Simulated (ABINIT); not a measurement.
The system is Pb.

```
CELL_PARAMETERS angstrom
3.48000 0.00000 0.00000
-1.74000 3.01377 0.00000
0.00000 0.00000 5.59000
ATOMIC_POSITIONS crystal
Pb 0.66667 0.33333 0.75000
Pb 0.33333 0.66667 0.25000
```

This isn't the form of Pb at room conditions, which is fcc.

* Program: ABINIT 10.8.3 (patched build)
* Task: relaxation of cell and atoms
* Functional: WC
* Potentials or basis: JTH PAW PBE v2.0
* Cutoff: 707 eV
* k mesh: 7 × 7 × 4
* Occupations: fermi-dirac, width 0.05 eV
* Spin: no spin polarisation

At the start: pressure 1.0 GPa; volume 29.31 Å³/atom.

Task: How do energy, volume and symmetry change on relaxing?

Result: Over 4 steps the energy falls by 2.3 meV/atom and the volume is 29.89 Å³/atom (+2.0 %); space group P6_3/mmc (No. 194, to 0.05 Å).

Step by step:
| step | energy change (eV) | largest force (eV/Å) | pressure (GPa) | volume (Å³) |
| --- | --- | --- | --- | --- |
| 1 | 0.0000 | 0.0000 | 1.01 | 58.63 |
| 2 | -0.0012 | 0.0000 | 0.83 | 58.81 |
| 3 | -0.0046 | 0.0000 | 0.01 | 59.74 |
| 4 | -0.0047 | 0.0000 | -0.02 | 59.78 |

Final structure:
```yaml
crystal:
  lattice:
    - [3.51524, 0.00000, 0.00000]
    - [-1.75762, 3.04429, 0.00000]
    - [0.00000, 0.00000, 5.58658]
  atoms:
    - { symbol: Pb, position: [0.66667, 0.33333, 0.75000] }
    - { symbol: Pb, position: [0.33333, 0.66667, 0.25000] }
```

Caveat: the PAW data sets were made with another functional, which shifts forces and pressure a little.
